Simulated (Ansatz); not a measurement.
**Moving the screening of exact exchange in Si**

```xyz
4
Lattice="3.8313 0.0000 0.0000 -1.9157 3.3180 0.0000 0.0000 0.0000 6.3326" Properties=species:S:1:pos:R:3 pbc="T T T"
Si    1.9157    1.1060    5.9336
Si    0.0000    2.2120    2.7673
Si    1.9157    1.1060    3.5653
Si    0.0000    2.2120    0.3990
```

This isn't the form of Si at room conditions, which is diamond.

Kept alike: task single point; functional HSE06 form with a typed share of exact exchange; k mesh 4 × 4 × 2; occupations fermi-dirac, width 0.05 eV; no spin polarisation. Program: Ansatz, Ansatz PAW, cutoff 420 eV. Exact-exchange share held at 0.25. The mesh is that of the run's cell of 4 atoms. No spin-orbit coupling.

```csv
"screening of exact exchange, ω (Å⁻¹)",pressure (GPa)
0.1,0.14
0.15,0.21
0.2,0.31
0.3,0.53
0.4,?
0.6,1.13
```

The k mesh is coarse, so the values aren't converged. Pressure is positive in compression, with a Pulay correction for the finite cutoff. All rows use potentials made for PBE. The mesh is thin for exact exchange.

Task: Fit the rows shown and predict the run at 0.4 Å⁻¹.

Result: A least-squares line through the rows shown is pressure = 2.013 ω - 0.08 (largest miss 0.019); at ω = 0.4 it gives 0.73 GPa. The run gave: pressure 0.75 GPa.
